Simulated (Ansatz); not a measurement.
MgH2:

```xyz
3
Lattice="0.0000 2.3811 2.3811 2.3811 0.0000 2.3811 2.3811 2.3811 0.0000" Properties=species:S:1:pos:R:3 pbc="T T T"
Mg    0.0000    0.0000    0.0000
H     1.1905    1.1905    1.1905
H     3.5716    3.5716    3.5716
```

Measurements of this composition are mostly on another form, of space group No. 136.

| Quantity | Value |
| --- | --- |
| Program | Ansatz 0.2.0 |
| Task | relaxation of cell and atoms |
| Functional | PBEsol |
| Dispersion | D3(BJ)-ATM |
| Potentials or basis | Ansatz PAW |
| Cutoff | 420 eV (not typed: the program's choice for these potentials) |
| k mesh | 10 × 10 × 10 |
| Occupations | fermi-dirac, width 0.05 eV |
| Spin | no spin polarisation |

At the start: volume 9.00 Å³/atom.

Where does the relaxation end?

It ends after 5 steps and the volume is 8.53 Å³/atom (-5.2 %); space group Fm-3m (No. 225, to 0.05 Å).

Step by step:
```csv
step,energy change (eV),largest force (eV/Å),volume (Å³)
1,0.0000,0.0000,27.00
2,-0.0150,0.0000,25.30
3,-0.0154,0.0000,25.62
4,-0.0154,0.0000,25.60
5,-0.0145,0.0000,25.60
```

Final structure:
```yaml
crystal:
  lattice:
    - [0.00000, 2.33909, 2.33909]
    - [2.33909, 0.00000, 2.33909]
    - [2.33909, 2.33909, 0.00000]
  atoms:
    - { symbol: Mg, position: [0.00000, 0.00000, 0.00000] }
    - { symbol: H, position: [0.25000, 0.25000, 0.25000] }
    - { symbol: H, position: [0.75000, 0.75000, 0.75000] }
```

Caveat: the plane-wave basis is chosen anew once the cell has moved, so the energies of steps on either side of that aren't comparable; pairwise dispersion overbinds metals, which lowers pressure and volume; the PAW data sets come from PBE, with cores solved anew for the run's functional, which leaves a small shift of forces and pressure.
